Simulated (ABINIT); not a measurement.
The system is RbBr.

```
CELL_PARAMETERS angstrom
0.00000 3.42700 3.42700
3.42700 0.00000 3.42700
3.42700 3.42700 0.00000
ATOMIC_POSITIONS crystal
Rb 0.00000 0.00000 0.00000
Br 0.50000 0.50000 0.50000
```

Program: ABINIT 10.8.3 (patched build). Alike in all runs: task band structure; no spin polarisation; cell as given; k mesh 7 × 7 × 7; smearing fermi-dirac 0.05 eV.

Task: Order these runs on this cell by their band gap on the k mesh, lowest first.
A. level r2SCAN; potentials or basis JTH PAW PBE v2.0; cutoff (eV) 517; fine-grid cutoff 1034.03 eV
B. level LDA; potentials or basis JTH PAW LDA v2.0; cutoff (eV) 435; fine-grid cutoff 870.764 eV
C. level PBEsol; potentials or basis PseudoDojo NC SR PBEsol v0.4.1 standard; cutoff (eV) 626

Result: B (3.94 eV), C (4.21 eV), A (4.96 eV).

Runs at the PBE level aren't shown here.
